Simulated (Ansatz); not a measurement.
**AlN (P6_3mc), comparing deformations**

Level of theory: DFT r2SCAN, scalar-relativistic, plane waves, PAW (Ansatz). Cutoff 500 eV, Γ-centred 12×12×6 k-points, Gaussian smearing of 0.05 eV. No spin polarisation. Energies are free energies at this smearing, counted from the undisturbed cell; pressure is positive in compression.

The undisturbed cell (relaxed at this level):

```
Al N
1.0
     3.10667    0.00000    0.00000
    -1.55333    2.69045    0.00000
     0.00000    0.00000    4.97840
Al N
2 2
Direct
  0.33333 0.66667 0.00169
  0.66667 0.33333 0.50169
  0.33333 0.66667 0.38331
  0.66667 0.33333 0.88331
```

The cell is strained by ε times a Voigt pattern (xx, yy, zz, yz, xz, xy; engineering shear) with fractional coordinates fixed. τ = (1/V0) dE/dε comes from the stress tensor. Of each scan, only the three points used here are listed.

```csv
pattern,ε,τ (GPa)
"(0, 0, 0, 0, 1, 0)",-0.0075,-1.02
"(0, 0, 0, 0, 1, 0)",0.0000,0.00
"(0, 0, 0, 0, 1, 0)",0.0075,1.02
"(1, -1, 0, 0, 0, 0)",-0.0150,-11.22
"(1, -1, 0, 0, 0, 0)",0.0000,0.00
"(1, -1, 0, 0, 0, 0)",0.0150,11.14
```

Q: Which constants do the scans give, and which deformation costs least for the same size of strain tensor?

A: The slope dτ/dε at zero (parabola through three points) is pᵀCp: (0, 0, 0, 0, 1, 0) gives C55 = 137 GPa; (1, -1, 0, 0, 0, 0) gives C11 + C22 − 2 C12 = 745 GPa. The size of the strain tensor, ε:ε, is ε² times 0.5, 2.0. Per unit of it the stiffnesses are 273, 373 GPa, so (0, 0, 0, 0, 1, 0) is the softest of these: at ε:ε = (1 %)² the quadratic term costs 0.89 meV/atom against 1.21 for the stiffest. These are clamped-ion values.

Forces appear on the atoms along this scan, and letting them relax would lower the energy and soften the response.